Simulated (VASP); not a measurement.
# MoS2 (P6_3/mmc) in VASP: density of states with PBE+D3(BJ)

Aim: the density of states of MoS2 with PBE+D3(BJ).

Everything below comes from runs of VASP 6.6.1. Logs are shortened: lines on timing, memory, paths and dates and some standing lists are left out, and cuts for length are marked.

## 1. Starting point

Symmetry: P6_3/mmc, No. 194, hexagonal system. Conventional cell: a = 3.149 Å, b = 3.149 Å, c = 12.090 Å, α = 90.00°, β = 90.00°, γ = 120.00°. Around Mo (site symmetry -6m2) lie 6 S at 2.40 Å. S (site symmetry 3m) is surrounded by 3 Mo at 2.40 Å.

## 2. Density of states, PBE+D3(BJ)

POSCAR

```
MoS2
1.0
    3.1491697115      0.0000000000      0.0000000000
   -1.5745848558      2.7272609710      0.0000000000
    0.0000000000      0.0000000000     12.0898517008
Mo S
2 4
Direct
    0.3333333333      0.6666666667      0.2500000000
    0.6666666667      0.3333333333      0.7500000000
    0.3333333333      0.6666666667      0.6204901692
    0.6666666667      0.3333333333      0.1204901692
    0.3333333333      0.6666666667      0.8795098308
    0.6666666667      0.3333333333      0.3795098308
```

INCAR.step1

```
PREC = Accurate
ENCUT = 520
EDIFF = 1E-6
ISMEAR = 0
SIGMA = 0.02
LREAL = False
LASPH = True
NELM = 100
ALGO = Fast
ISIF = 2
LWAVE = False
LCHARG = True
LMAXMIX = 4
GGA = PE
IVDW = 12
NBANDS = 35
```

KPOINTS.step1

```
regular mesh
0
Gamma
  12 12 4
```

INCAR.step2

```
PREC = Accurate
ENCUT = 520
EDIFF = 1E-6
ISMEAR = -5
SIGMA = 0.02
LREAL = False
LASPH = True
NELM = 100
ALGO = Fast
ISIF = 2
LWAVE = False
LCHARG = False
LMAXMIX = 4
GGA = PE
IVDW = 12
LORBIT = 11
NBANDS = 35
NEDOS = 2001
ICHARG = 11
```

KPOINTS.step2

```
regular mesh
0
Gamma
  18 18 6
```

Potentials or basis: VASP PAW PBE potentials, release 64 (Mo_sv, S).

Started as:

```bash
$ cat potpaw_PBE.64/Mo_sv/POTCAR potpaw_PBE.64/S/POTCAR > POTCAR
$ cp INCAR.step1 INCAR
$ cp KPOINTS.step1 KPOINTS
$ mpirun -np 1 vasp_std > vasp.out
$ cp INCAR.step2 INCAR
$ cp KPOINTS.step2 KPOINTS
$ mpirun -np 1 vasp_std > vasp.out
```

OUTCAR:

```text
PREC = Accurate
   ENCUT = 520
   EDIFF = 1E-6
   ISMEAR = -5
   LREAL = False
   LASPH = True
   NELM = 100
   ISIF = 2
   GGA = PE
   IVDW = 12
   LORBIT = 11
   ICHARG = 11
 IVDW          = 12

 ion  position               nearest neighbor table
   1  0.333  0.667  0.250-   4 2.40   6 2.40   4 2.40   6 2.40   4 2.40   6 2.40
   2  0.667  0.333  0.750-   3 2.40   5 2.40   3 2.40   5 2.40   3 2.40   5 2.40
   3  0.333  0.667  0.620-   2 2.40   2 2.40   2 2.40
   4  0.667  0.333  0.120-   1 2.40   1 2.40   1 2.40
   5  0.333  0.667  0.880-   2 2.40   2 2.40   2 2.40
   6  0.667  0.333  0.380-   1 2.40   1 2.40   1 2.40

  LATTYP: Found a hexagonal cell.
 ALAT       =     3.1491697115
 C/A-ratio  =     3.8390600725

  Lattice vectors:

 A1 = (   3.1491697115,   0.0000000000,   0.0000000000)
 A2 = (  -1.5745848558,   2.7272609710,   0.0000000000)
 A3 = (   0.0000000000,   0.0000000000,  12.0898517008)

Analysis of symmetry for initial positions (statically):
=====================================================================
 Subroutine PRICEL returns:
 Original cell was already a primitive cell.

 Routine SETGRP: Setting up the symmetry group for a
 hexagonal supercell.

 Subroutine GETGRP returns: Found 24 space group operations
 (whereof 12 operations were pure point group operations)
 out of a pool of 24 trial point group operations.

The static configuration has the point symmetry D_3d.
 The point group associated with its full space group is D_6h.

Analysis of symmetry for dynamics (positions and initial velocities):
=====================================================================
 Subroutine PRICEL returns:
 Original cell was already a primitive cell.

 Routine SETGRP: Setting up the symmetry group for a
 hexagonal supercell.

 Subroutine GETGRP returns: Found 24 space group operations
 (whereof 12 operations were pure point group operations)
 out of a pool of 24 trial point group operations.

The dynamic configuration has the point symmetry D_3d.
 The point group associated with its full space group is D_6h.

 Subroutine INISYM returns: Found 24 space group operations
 (whereof 12 operations are pure point group operations),
 and found     1 'primitive' translations

----------------------------------------------------------------------------------------

                                     Primitive cell

  volume of cell :     103.8350

  direct lattice vectors                    reciprocal lattice vectors
     3.149169711  0.000000000  0.000000000     0.317544017  0.183334124  0.000000000
    -1.574584856  2.727260971  0.000000000     0.000000000  0.366668247  0.000000000
     0.000000000  0.000000000 12.089851701     0.000000000  0.000000000  0.082714001

  length of vectors
     3.149169711  3.149169712 12.089851701     0.366668247  0.366668247  0.082714001

  position of ions in fractional coordinates (direct lattice)
     0.333333333  0.666666667  0.250000000
     0.666666667  0.333333333  0.750000000
     0.333333333  0.666666667  0.620490169
     0.666666667  0.333333333  0.120490169
     0.333333333  0.666666667  0.879509831
     0.666666667  0.333333333  0.379509831

  ion indices of the primitive-cell ions
   primitive index   ion index
                 1           1
                 2           2
                 3           3
                 4           4
                 5           5
                 6           6

----------------------------------------------------------------------------------------

 KPOINTS: regular mesh

Automatic generation of k-mesh.
 Grid dimensions read from file:
 generate k-points for:   18   18    6

 Generating k-lattice:

  Cartesian coordinates                     Fractional coordinates (reciprocal lattice)
     0.017641334  0.010185229  0.000000000     0.055555556  0.000000000  0.000000000
     0.000000000  0.020370458  0.000000000     0.000000000  0.055555556  0.000000000
     0.000000000  0.000000000  0.013785667     0.000000000  0.000000000  0.166666667

  Length of vectors
     0.020370458  0.020370458  0.013785667

  Shift w.r.t. Gamma in fractional coordinates (k-lattice)
     0.000000000  0.000000000  0.000000000

 TETIRR: Found   1977 inequivalent tetrahedra from    11664

 Subroutine IBZKPT returns following result:
 ===========================================

 Found    148 irreducible k-points:

 Following reciprocal coordinates:
            Coordinates               Weight
  0.000000  0.000000  0.000000      1.000000
  0.055556  0.000000  0.000000      6.000000
  0.111111  0.000000  0.000000      6.000000
  0.166667  0.000000  0.000000      6.000000
  0.222222  0.000000  0.000000      6.000000
  0.277778  0.000000  0.000000      6.000000
[... 16 lines left out ...]
  0.333333  0.111111  0.000000     12.000000
  0.388889  0.111111  0.000000     12.000000
 [... further k-points ...]
   k-points           NKPTS =    148   k-points in BZ     NKDIM =    148   number of bands    NBANDS=     35
   number of dos      NEDOS =   2001   number of ions     NIONS =      6
   total plane-waves  NPLWV =  51840
   dimension x,y,z NGX =    24 NGY =   24 NGZ =   90
   dimension x,y,z NGXF=    48 NGYF=   48 NGZF=  180
   ions per type =               2   4
   NGX,Y,Z   is equivalent  to a cutoff of  12.67, 12.67, 12.38 a.u.
   NGXF,Y,Z  is equivalent  to a cutoff of  25.34, 25.34, 24.75 a.u.
 SYSTEM =  unknown system
   PREC   = accura    normal or accurate (medium, high low for compatibility)
   ISTART =      0    job   : 0-new  1-cont  2-samecut
   ICHARG =     11    charge: 1-file 2-atom 10-const
   ISPIN  =      1    spin polarized calculation?
   LNONCOLLINEAR =      F non collinear calculations
   LSORBIT =      F    spin-orbit coupling
   LASPH  =      T    aspherical Exc in radial PAW
   ENCUT  =  520.0 eV  38.22 Ry    6.18 a.u.   5.86  5.86 22.48*2*pi/ulx,y,z
   NELM   =    100;   NELMIN=  2; NELMDL=  0     # of ELM steps
   EDIFF  = 0.1E-05   stopping-criterion for ELM
   LREAL  =      F    real-space projection
   EDIFFG = 0.1E-04   stopping-criterion for IOM
   NSW    =      0    number of steps for IOM
   IBRION =     -1    ionic relax: 0-MD 1-quasi-New 2-CG
   NFREE  =      0    steps in history (QN), initial steepest desc. (CG)
   ISIF   =      2    stress and relaxation
   ISYM   =      2    0-nonsym 1-usesym 2-fastsym
   POTIM  = 0.5000    time-step for ionic-motion
   TEBEG  =    0.0;   TEEND  =   0.0 temperature during run
   PSTRESS=    0.0 pullay stress
   NELECT =      52.0000    total number of electrons
   NUPDOWN=      -1.0000    fix difference up-down
   EMIN   =  10.00;   EMAX   =-10.00  energy-range for DOS
   EFERMI =   0.00;   METHOD = LEGACY
   ISMEAR =    -5;   SIGMA  =   0.02  broadening in eV -4-tet -1-fermi 0-gaus
   EFERMI_NEDOS =   21; number of points for ismear=-14 and -15
   IALGO  =     68    algorithm
   IMIX   =      4    mixing-type and parameters
     AMIX     =   0.40;   BMIX     =  1.00
     AMIX_MAG =   1.60;   BMIX_MAG =  1.00
  volume/ion in A,a.u.               =      17.31       116.79
  Fermi-wavevector in a.u.,A,eV,Ry     =   1.300054  2.456746 22.995754  1.690140
  Thomas-Fermi vector in A             =   2.431278
   LORBIT       =     11    0 simple, 1 ext, 2 COOP (PROOUT), +10 PAW based schemes
   GGA     = PE    functional components
   LHFCALC =     F    Hartree Fock is set to
   AEXX    =    0.0000 exact exchange contribution
   IVDW    =    12    specifies the selected vdW correction
   LEPSILON=     F    determine dielectric tensor
   LRPA    =     F    only Hartree local field effects (RPA)
 non-spin polarized calculation
 RMM-DIIS sequential band-by-band and
 Fermi weights with tetrahedron method with Bloechl corrections
  energy-cutoff  :      520.00
  volume of cell :      103.83
 maximum number of plane-waves:      2818
 NGX is ok and might be reduce to    24

 number of electron      52.0000003 magnetization

 Free energy of the ion-electron system (eV)
  ---------------------------------------------------
  ext. energy  EPLUGINS =         0.00000000
  ---------------------------------------------------
  free energy    TOTEN  =       -43.54501150 eV

  energy without entropy =      -43.54501150  energy(sigma->0) =      -43.54501150

 E-fermi :   7.9845     XC(G=0): -11.0151

 val. band max:        7.9482593838   @ k =   0.0000   0.0000   0.0000
 cond. band min:       8.7484721498   @ k =   0.1667   0.1667   0.0000
 fundamental gap:      0.8002127660
 Fermi energy:         7.9844902372

 k-point     1 :       0.0000    0.0000    0.0000
  band No.  band energies     occupation
      1     -53.5899      2.00000
      2     -53.5899      2.00000
      3     -27.7537      2.00000
      4     -27.7536      2.00000
      5     -27.5121      2.00000
      6     -27.5121      2.00000
[... 27 lines left out ...]
     34      10.4032      0.00000
     35      13.6231      0.00000

 k-point     2 :       0.0556    0.0000    0.0000
  band No.  band energies     occupation
      1     -53.5886      2.00000
      2     -53.5886      2.00000
      3     -27.7512      2.00000
      4     -27.7511      2.00000
      5     -27.5249      2.00000
      6     -27.5249      2.00000
[... 27 lines left out ...]
     34      10.3550      0.00000
     35      13.8302      0.00000

 k-point     3 :       0.1111    0.0000    0.0000
  band No.  band energies     occupation
      1     -53.5848      2.00000
      2     -53.5848      2.00000
      3     -27.7439      2.00000
      4     -27.7438      2.00000
      5     -27.5618      2.00000
      6     -27.5618      2.00000
[... 27 lines left out ...]
     34      10.4229      0.00000
     35      14.4963      0.00000

 k-point     4 :       0.1667    0.0000    0.0000
  band No.  band energies     occupation
      1     -53.5791      2.00000
      2     -53.5791      2.00000
      3     -27.7328      2.00000
      4     -27.7327      2.00000
      5     -27.6178      2.00000
      6     -27.6178      2.00000
[... 27 lines left out ...]
     34      10.7481      0.00000
     35      15.1600      0.00000

 k-point     5 :       0.2222    0.0000    0.0000
  band No.  band energies     occupation
      1     -53.5721      2.00000
      2     -53.5721      2.00000
      3     -27.7191      2.00000
      4     -27.7190      2.00000
      5     -27.6859      2.00000
      6     -27.6859      2.00000
[... 638 lines left out ...]
 k-point    22 :       0.2778    0.1111    0.0000
  band No.  band energies     occupation
      1     -53.5557      2.00000
      2     -53.5556      2.00000
      3     -27.8227      2.00000
      4     -27.8227      2.00000
      5     -27.6870      2.00000
      6     -27.6869      2.00000
[... 27 lines left out ...]
     34      11.9935      0.00000
     35      14.8114      0.00000

 k-point    23 :       0.3333    0.1111    0.0000
  band No.  band energies     occupation
      1     -53.5502      2.00000
      2     -53.5502      2.00000
      3     -27.8692      2.00000
      4     -27.8692      2.00000
      5     -27.6764      2.00000
      6     -27.6764      2.00000
[... 27 lines left out ...]
     34      12.0879      0.00000
     35      14.0877      0.00000

 k-point    24 :       0.3889    0.1111    0.0000
  band No.  band energies     occupation
      1     -53.5467      2.00000
      2     -53.5467      2.00000
      3     -27.8994      2.00000
      4     -27.8994      2.00000
      5     -27.6695      2.00000
      6     -27.6695      2.00000
[... 27 lines left out ...]
     34      12.0763      0.00000
     35      13.6458      0.00000

 [... further k-points ...]

------------------------ aborting loop because EDIFF is reached ----------------------------------------

 Edisp (eV)   -2.62537

 E8    (eV) :    -1.0586

  FORCE on cell =-STRESS in cart. coord.  units (eV):
  Direction    XX          YY          ZZ          XY          YZ          ZX
  --------------------------------------------------------------------------------------
  -------------------------------------------------------------------------------------
  Total      -0.06145    -0.06145    -0.09759     0.00000     0.00000     0.00000
  in kB      -0.94824    -0.94824    -1.50579     0.00000     0.00000     0.00000
  external pressure =       -1.13 kB  Pullay stress =        0.00 kB

 VOLUME and BASIS-vectors are now :
 -----------------------------------------------------------------------------
  energy-cutoff  :      520.00
  volume of cell :      103.83
      direct lattice vectors                 reciprocal lattice vectors
     3.149169711  0.000000000  0.000000000     0.317544017  0.183334124  0.000000000
    -1.574584856  2.727260971  0.000000000     0.000000000  0.366668247  0.000000000
     0.000000000  0.000000000 12.089851701     0.000000000  0.000000000  0.082714001

 POSITION                                       TOTAL-FORCE (eV/Angst)
 -----------------------------------------------------------------------------------
     -0.00000      1.81817      3.02246        -0.000000      0.000000     -0.000000
      1.57458      0.90909      9.06739        -0.000000      0.000000     -0.000000
     -0.00000      1.81817      7.50163         0.000000      0.000000      0.010851
      1.57458      0.90909      1.45671         0.000000     -0.000000      0.010851
     -0.00000      1.81817     10.63314         0.000000      0.000000     -0.010851
      1.57458      0.90909      4.58822         0.000000     -0.000000     -0.010851
 -----------------------------------------------------------------------------------
    total drift:                                0.000000     -0.000000      0.000000

  FREE ENERGIE OF THE ION-ELECTRON SYSTEM (eV)
  ---------------------------------------------------
  free  energy   TOTEN  =       -46.1703864128 eV

  energy  without entropy=      -46.1703864128  energy(sigma->0) =      -46.17038641

 total charge

# of ion       s       p       d       tot
------------------------------------------
    1        2.294   6.225   3.965  12.484
    2        2.294   6.225   3.965  12.484
    3        1.366   2.343   0.000   3.709
    4        1.366   2.343   0.000   3.709
    5        1.366   2.343   0.000   3.709
    6        1.366   2.343   0.000   3.709
--------------------------------------------------
tot         10.050  21.823   7.931  39.804
```

Run time: 3 min. Hardware: 1 thread of Intel Xeon 6975P-C (Granite Rapids), shared host; peak memory 0.51 GiB.

Results:

```
Valence electrons inside the program's atomic spheres : Mo 12.48; S 3.71
Dispersion energy per atom                            : -0.438 eV
```

Levels at points of the mesh, in eV from the valence-band top:
```csv
k point,band 24,band 25,band 26,band 27,band 28,band 29
"(0.00, 0.00, 0.00)",-1.27,-1.11,0.00,2.09,2.09,2.13
"(0.50, 0.00, 0.00)",-1.52,-1.49,-1.33,1.62,1.68,2.00
"(0.00, 0.00, 0.50)",-2.18,-0.26,-0.26,2.10,2.10,2.10
"(0.50, 0.00, 0.50)",-1.65,-1.40,-1.40,1.65,1.65,2.17
```

States per cell in windows of 1 eV (zero at the valence-band top; states under -8 eV left out):
```tsv
from (eV)	total	Mo1_d	Mo2_d	S3_p	S4_p	S5_p	S6_p
-8.0	0.01	0.00	0.00	0.00	0.00	0.00	0.00
-7.0	2.98	0.27	0.27	0.23	0.23	0.23	0.23
-6.0	3.84	0.40	0.40	0.32	0.32	0.32	0.32
-5.0	5.00	0.54	0.54	0.41	0.41	0.41	0.41
-4.0	4.98	0.78	0.78	0.43	0.43	0.43	0.43
-3.0	5.84	0.67	0.67	0.59	0.59	0.59	0.59
-2.0	4.62	0.92	0.92	0.31	0.31	0.31	0.31
-1.0	0.83	0.21	0.21	0.05	0.05	0.05	0.05
0.0	0.13	0.03	0.03	0.00	0.00	0.00	0.00
1.0	5.91	1.79	1.79	0.23	0.23	0.23	0.23
2.0	5.90	1.57	1.57	0.30	0.30	0.30	0.30
3.0	3.37	0.78	0.78	0.22	0.22	0.22	0.22
4.0	0.71	0.18	0.18	0.04	0.04	0.04	0.04
5.0	0.35	0.01	0.01	0.00	0.00	0.00	0.00
6.0	0.93	0.04	0.04	0.02	0.02	0.02	0.02
7.0	0.72	0.02	0.02	0.02	0.02	0.02	0.02
```
